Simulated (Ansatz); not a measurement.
# HfN: stress in a strained cell

HfN is deformed so: zz strain of -2 %. What stress and forces result, by LAPW, PAW and all-electron datasets made for the crystal?

Computed with Ansatz 0.2.0 (DFT PBEsol, scalar-relativistic, unless a step's input says otherwise).

### Step 1. Starting point

Symmetry: Fm-3m, No. 225, cubic system. The conventional cell has a = 4.518 Å, b = 4.518 Å, c = 4.518 Å, α = 90.00°, β = 90.00°, γ = 90.00°. Around Hf (site symmetry m-3m) lie 6 N at 2.26 Å. Around N (site symmetry m-3m) lie 6 Hf at 2.26 Å.

Coordinates:

```cif
data_structure
_symmetry_space_group_name_H-M 'P 1'
_symmetry_Int_Tables_number 1
_cell_length_a 3.1947
_cell_length_b 3.1947
_cell_length_c 3.1947
_cell_angle_alpha 60.000
_cell_angle_beta 60.000
_cell_angle_gamma 60.000
_cell_volume 23.06
loop_
_atom_site_label
_atom_site_type_symbol
_atom_site_fract_x
_atom_site_fract_y
_atom_site_fract_z
_atom_site_occupancy
Hf1 Hf 0.00000 0.00000 0.00000 1
N1 N 0.50000 0.50000 0.50000 1
```

Atoms are numbered in the order of the input: Hf1, N2.

### Step 2. After the deformation

Space group Fm-3m before, I4/mmm after.

### Step 3. LAPW, all electrons

input.yaml reads:

```yaml
crystal:
  lattice:
    - [0.0, 2.259, 2.21382]
    - [2.259, 0.0, 2.21382]
    - [2.259, 2.259, 0.0]
  atoms:
    - { symbol: Hf, position: [0.0, 0.0, 0.0] }
    - { symbol: "N", position: [0.5, 0.5, 0.5] }
kpoints:
  mp_grid: { grid: [10, 10, 10] }
  band_path:
    path:
      - [0.0, 0.0, 0.0]
      - [0.0, 0.5, 0.5]
      - [0.25, 0.75, 0.5]
      - [0.0, 0.5, 0.0]
      - [0.0, 0.0, 0.0]
      - [0.5, 0.5, 0.0]
      - [0.3801541025, 0.6198458975, 0.0]
      - [-0.3801541025, 0.3801541025, 0.0]
      - [0.0, 0.0, 0.0]
    npoints: 5
scf:
  occupations: { method: fermi_dirac, width: 0.01 }
hamiltonian:
  xc: pbesol
  pseudopotentials: { kind: all_electron, lapw: { basis_error: 0.0005 } }
output:
  forces: true
  stress: true
  eigenvalues: true
```

Started as:

```bash
> ansatz run input.yaml --threads 1 --pin off --max-ram 3072MiB --backend cpu --events-out ev --progress --plain --runs-dir out
```

### Step 4. PAW with frozen cores

input.yaml reads:

```yaml
crystal:
  lattice:
    - [0.0, 2.259, 2.21382]
    - [2.259, 0.0, 2.21382]
    - [2.259, 2.259, 0.0]
  atoms:
    - { symbol: Hf, position: [0.0, 0.0, 0.0] }
    - { symbol: "N", position: [0.5, 0.5, 0.5] }
kpoints:
  mp_grid: { grid: [10, 10, 10] }
scf:
  occupations: { method: fermi_dirac, width: 0.01 }
hamiltonian:
  xc: pbesol
  pseudopotentials: { kind: paw }
output:
  forces: true
  stress: true
  eigenvalues: true
  efg: { contact_densities: true }
```

### Step 5. All-electron PAW on datasets made for the crystal

Changes to input.yaml since step 4:

```diff
@@ -14,3 +14,3 @@
   xc: pbesol
-  pseudopotentials: { kind: paw }
+  pseudopotentials: { kind: all_electron, datasets: crystal }
 output:
```

(Steps that only read results are left out.)

**Question.** What will these runs give? Wanted: pressure; largest shear or deviatoric stress.

The runs gave:

| quantity | value |
| --- | --- |
| pressure | LAPW 3.01, PAW 2.96, crystal datasets 3.01 GPa |
| largest shear or deviatoric stress (LAPW) | 6.53 GPa |

**Reading.** The largest part of the stress beyond the pressure is 6.53 GPa in size, in the zz component; the atoms are carried along and not relaxed. No run of the undeformed cell stands beside it, so the pressure holds what the given cell had before the change. PAW: stress within 0.07 GPa of LAPW. Crystal datasets: stress within 0.01 GPa of LAPW. Spin-orbit coupling is left out, though the cell holds Hf; in elements this heavy it can shift bands and gaps by tenths of an eV. HfN has an odd count of electrons, so a run without spin can force a false metal and spoil its energy.
